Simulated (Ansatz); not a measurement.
SiO₂ under pressure: fit and missing row

SiO₂, I4/mmm, a = 8.939 Å, c = 5.231 Å. This isn't the usual stable structure of the compound. Ansatz: r2SCAN, PAW, 500 eV, Γ-centred 6×6×6 mesh on 12 atoms, Gaussian smearing 0.02 eV; no spin polarisation. Cell and atoms are relaxed at each pressure, and no other structure is tried, so the rows at high pressure may lie past a change of phase.

```tsv
V (Å³/atom)	P (GPa)
14.925	25.01
16.107	12.00
16.941	3.98
17.293	0.99
17.417	0.00
?	-1.00
```

Task: Take V0 = 17.417 Å³/atom, fit the third-order Birch–Murnaghan form to the other rows, and predict the missing volume.

Result: With the Eulerian strain f = ½[(V0/V)^(2/3) − 1] and y = P/[3f(1 + 2f)^(5/2)], the form is the line y = B0 + 1.5 B0 (B0′ − 4) f. Rows (f, y): 0.05421, 118.9; 0.02676, 131.2; 0.00932, 135.9; 0.00239, 136.4. Means f = 0.02317, y = 130.60; Σ(Δf)² = 0.001600, ΣΔfΔy = -0.5549; the slope is their ratio. y = 138.6 − 346.8 f GPa, so B0 = 138.6 GPa and B0′ = 4 + 2 × (-346.8)/(3 × 138.6) = 2.33. P = -1.00 GPa is met at f = -0.00242 (y = 139.44), so V = V0 (1 + 2f)^(−3/2) = 17.544 Å³/atom. The run gave 17.544 Å³/atom, the same to the digits shown. With a term in f² added B0′ becomes 3.61, so this figure hangs on the form.